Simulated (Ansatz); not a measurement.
BaTiO3 (Barioperovskite):

```
CELL_PARAMETERS angstrom
3.98550 0.00000 0.00000
0.00000 2.83690 2.84515
0.00000 -2.83690 2.84515
ATOMIC_POSITIONS crystal
Ba 0.00000 0.00000 0.00000
Ti 0.50000 0.51240 0.51240
O 0.50000 0.99184 0.50524
O 0.50000 0.50524 0.99184
O 0.00000 0.48740 0.48740
```

```yaml
Program: Ansatz 0.2.0
Task: relaxation of cell and atoms
Functional: r2SCAN
Dispersion: rVV10
Potentials_or_basis: Ansatz PAW
Cutoff: "500 eV (not typed: the program's choice for these potentials)"
k_mesh: 7 × 7 × 7
Occupations: fermi-dirac, width 0.05 eV
Spin: no spin polarisation
```

At the start: volume 12.87 Å³/atom.

Problem. Where does the relaxation end?

Solution. It ends after 8 steps and the volume is 12.83 Å³/atom (-0.3 %); space group Amm2 (No. 38, to 0.05 Å).

The path:
| step | energy change (eV) | largest force (eV/Å) | volume (Å³) |
| --- | --- | --- | --- |
| 1 | 0.0000 | 0.3025 | 64.34 |
| 2 | -0.0058 | 0.4821 | 63.47 |
| 3 | -0.0225 | 0.1724 | 63.40 |
| 4 | -0.0245 | 0.1850 | 63.53 |
| 5 | -0.0301 | 0.1246 | 63.66 |
| 6 | -0.0337 | 0.0140 | 64.14 |
| 7 | -0.0337 | 0.0016 | 64.16 |
| 8 | -0.0337 | 0.0016 | 64.16 |

Final structure:
```yaml
crystal:
  lattice:
    - [3.96199, 0.00000, 0.00000]
    - [0.00000, 2.83963, 2.85119]
    - [0.00000, -2.83963, 2.85119]
  atoms:
    - { symbol: Ba, position: [0.00000, 0.00675, 0.00675] }
    - { symbol: Ti, position: [0.50000, 0.52082, 0.52082] }
    - { symbol: O, position: [0.50000, 0.98337, 0.49415] }
    - { symbol: O, position: [0.50000, 0.49415, 0.98337] }
    - { symbol: O, position: [0.00000, 0.49179, 0.49179] }
```

Caveat: the plane-wave basis is chosen anew once the cell has moved, so the energies of steps on either side of that aren't comparable; the PAW data sets come from PBE, with cores solved anew for the run's functional, which leaves a small shift of forces and pressure.
